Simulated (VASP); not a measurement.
Input of a VASP 6.6.1 run:

Contents of INCAR:

```
ALGO = Normal ; EDIFF = 1E-7
EDIFFG = -0.005 ; ENCUT = 600
IBRION = 2 ; ISIF = 3
ISMEAR = 0 ; LASPH = True
LCHARG = False ; LREAL = False
LWAVE = False ; NELM = 120
NSW = 40 ; PREC = Accurate
SIGMA = 0.02
```

The input KPOINTS:

```
k-points
0
Gamma
  10 10 10
```

POSCAR

```
GaP
1.0
    0.0000000000      2.7200000000      2.7200000000
    2.7200000000      0.0000000000      2.7200000000
    2.7200000000      2.7200000000      0.0000000000
Ga P
1 1
Direct
    0.0000000000      0.0000000000      0.0000000000
    0.2500000000      0.2500000000      0.2500000000
```

Potentials or basis: VASP PAW LDA potentials, release 64 (Ga_d, P).

The run is started by

```console
$ cat potpaw_LDA.64/Ga_d/POTCAR potpaw_LDA.64/P/POTCAR > POTCAR
$ mpirun -np 1 vasp_std > vasp.out
```

Question: Predict the relaxed cell.

Answer: a = 3.814 Å, b = 3.814 Å, c = 3.814 Å, α = 60.00°, β = 60.00°, γ = 60.00°.

Question: Predict the relaxed volume.

Answer: 19.61 Å³/atom.

Question: Estimate the space group after relaxing (to 0.05 Å).

Answer: F-43m (No. 216).

Question: What does it give for the band gap on the k mesh?

Answer: 1.40 eV, indirect (least direct gap 1.90 eV).

The path:
| step | energy change (eV) | largest force (eV/Å) | pressure (GPa) | volume (Å³) |
| --- | --- | --- | --- | --- |
| 1 | 0.0000 | 0.0000 | -2.19 | 40.25 |
| 2 | -0.0050 | 0.0000 | 1.32 | 38.66 |
| 3 | -0.0072 | 0.0000 | 0.00 | 39.22 |

A k mesh can miss the band edges. A hybrid or GW would open this gap; LDA tends to underestimate it.
